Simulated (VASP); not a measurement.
Crystal: AlN.

```
Al N
1.0
     3.11299    0.00000    0.00000
    -1.55650    2.69593    0.00000
     0.00000    0.00000    4.98203
Al N
2 2
Direct
  0.66667 0.33333 0.49900
  0.33333 0.66667 0.99900
  0.66667 0.33333 0.88100
  0.33333 0.66667 0.38100
```

The cell is a database's computed one.

Base run:

| Quantity | Value |
| --- | --- |
| Program | VASP 6.6.1 |
| Functional | r2SCAN |
| Potentials or basis | VASP PAW PBE potentials, release 64 (Al, N) |
| Cutoff | 520 eV |
| k mesh | 9 × 9 × 6 |
| Occupations | gaussian, width 0.02 eV |
| Spin | no spin polarisation |

Its results: band gap on the k mesh 4.87 eV, direct; pressure -1.4 GPa.

**Question.** The run is repeated on the same cell with these changes: functional from r2SCAN to PBEsol. What comes out?

**Answer.** Band gap on the k mesh 4.12 eV, direct; pressure 0.1 GPa.

r2SCAN gives the wider gap, since meta-GGAs in the generalised Kohn-Sham scheme recover part of the derivative discontinuity.

Caveats: the PAW data sets were made with another functional, which shifts forces and pressure a little.

Not every run made on this cell is shown here.
